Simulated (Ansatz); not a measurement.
**Pb under pressure: fit and missing row**

Pb, P6_3/mmc, a = 3.529 Å, c = 11.532 Å. This isn't the element's structure at ambient conditions. Ansatz: r2SCAN, PAW, 500 eV, Γ-centred 12×12×4 mesh on 4 atoms, Gaussian smearing 0.10 eV; no spin polarisation. Cell and atoms are relaxed at each pressure, and no other structure is tried, so the rows at high pressure may lie past a change of phase.

| V (Å³/atom) | P (GPa) |
| --- | --- |
| 18.072 | 90.00 |
| 20.540 | 49.98 |
| 23.410 | 24.99 |
| 26.060 | 12.00 |
| ? | 4.00 |
| 30.430 | 1.00 |
| 31.087 | 0.00 |
| 31.882 | -1.05 |

Take V0 = 31.087 Å³/atom, fit the third-order Birch–Murnaghan form to the other rows, and predict the missing volume.

With the Eulerian strain f = ½[(V0/V)^(2/3) − 1] and y = P/[3f(1 + 2f)^(5/2)], the form is the line y = B0 + 1.5 B0 (B0′ − 4) f. Rows (f, y): 0.21782, 55.8; 0.15911, 52.5; 0.10407, 49.9; 0.06239, 47.8; 0.00717, 44.9; -0.00835, 43.7. Means f = 0.09037, y = 49.100; Σ(Δf)² = 0.03861, ΣΔfΔy = 2.017; the slope is their ratio. y = 44.38 + 52.26 f GPa, so B0 = 44.4 GPa and B0′ = 4 + 2 × (52.26)/(3 × 44.38) = 4.79. P = 4.00 GPa is met at f = 0.02572 (y = 45.72), so V = V0 (1 + 2f)^(−3/2) = 28.834 Å³/atom. The run gave 28.848 Å³/atom, so the fit is 0.014 Å³/atom too low, within twice the rms miss on the fitted rows (0.008 Å³/atom).

The mesh isn't the same in all rows (12×12×4, 18×18×4). Spin–orbit coupling is left out, which can shift energies with elements as heavy as these.